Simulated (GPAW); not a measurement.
Crystal: MgO.

```
CELL_PARAMETERS angstrom
0.00000 2.09700 2.09700
2.09700 0.00000 2.09700
2.09700 2.09700 0.00000
ATOMIC_POSITIONS crystal
Mg 0.00000 0.00000 0.00000
O 0.50000 0.50000 0.50000
```

The cell is a database's computed one.

| Item | Value |
| --- | --- |
| Program | GPAW 26.7.0 |
| Task | relaxation of cell and atoms |
| Functional | LDA |
| Potentials or basis | the program's PAW data sets (release 1.2.1) made for this functional |
| Cutoff | 800 eV |
| Basis | pw |
| k mesh | 11 × 11 × 11 |
| Occupations | fermi-dirac, width 0.05 eV |
| Spin | no spin polarisation |

At the start: pressure -3.7 GPa; volume 9.22 Å³/atom.

Q: How do energy, volume and symmetry change on relaxing?

A: Over 10 steps the energy falls by 2.2 meV/atom and the volume is 9.00 Å³/atom (-2.4 %); space group Fm-3m (No. 225, to 0.05 Å).

Step by step:
```tsv
step	energy change (eV)	largest force (eV/Å)	pressure (GPa)	volume (Å³)
1	0.0000	0.0000	-3.69	18.44
2	-0.0012	0.0000	-3.19	18.38
3	-0.0029	0.0000	-2.23	18.28
4	-0.0042	0.0000	-0.92	18.13
5	-0.0043	0.0000	0.56	17.98
6	-0.0043	0.0000	0.54	17.98
7	-0.0043	0.0000	0.50	17.98
8	-0.0043	0.0000	0.44	17.99
9	-0.0043	0.0000	0.36	18.00
10	-0.0043	0.0000	0.28	18.01
```

Final structure:
```
Mg O
1.0
     0.00000    2.08033    2.08033
     2.08033    0.00000    2.08033
     2.08033    2.08033    0.00000
Mg O
1 1
Direct
  0.00000 0.00000 0.00000
  0.50000 0.50000 0.50000
```

Caveat: later steps reuse the first step's grids.
